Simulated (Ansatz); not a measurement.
Crystal: Co.

```xyz
4
Lattice="2.4706 0.0000 0.0000 -1.2353 2.1396 0.0000 0.0000 0.0000 8.0882" Properties=species:S:1:pos:R:3 pbc="T T T"
Co    1.2353    0.7132    6.0662
Co    0.0000    0.0000    4.0441
Co    0.0000    1.4264    2.0221
Co    0.0000    0.0000    0.0000
```

Base run:

* Program: Ansatz 0.2.0
* Functional: PBE
* Potentials or basis: Ansatz PAW
* Cutoff: 600 eV
* Density cutoff: 2400 eV
* k mesh: 12 × 12 × 4
* Occupations: fermi-dirac, width 0.05 eV
* Spin: collinear spin, ferromagnetic start
* Starting moments: [2.0, 2.0, 2.0, 2.0] μB

Its results: band gap on the k mesh none (metal or under the smearing width); pressure 4.6 GPa; net moment 6.61 μB per cell; site moments Co +1.73, +1.71 μB.

**Question.** The run is repeated on the same cell with these changes: functional from PBE to RPBE; cutoff from 600 eV to 420 eV; density cutoff from 2400 eV to 1680 eV. What comes out?

**Answer.** Band gap on the k mesh none (metal or under the smearing width); pressure 10.7 GPa; net moment 6.66 μB per cell; site moments Co +1.75, +1.73 μB.

RPBE binds less tightly than PBE, so the same cell stands under more pressure.

Caveats: the potentials were made for another functional, which shifts forces and pressure (some runs); the PAW data sets come from PBE, with cores solved anew for the run's functional, which leaves a small shift of forces and pressure (some runs).

Not every run made on this cell is shown here.
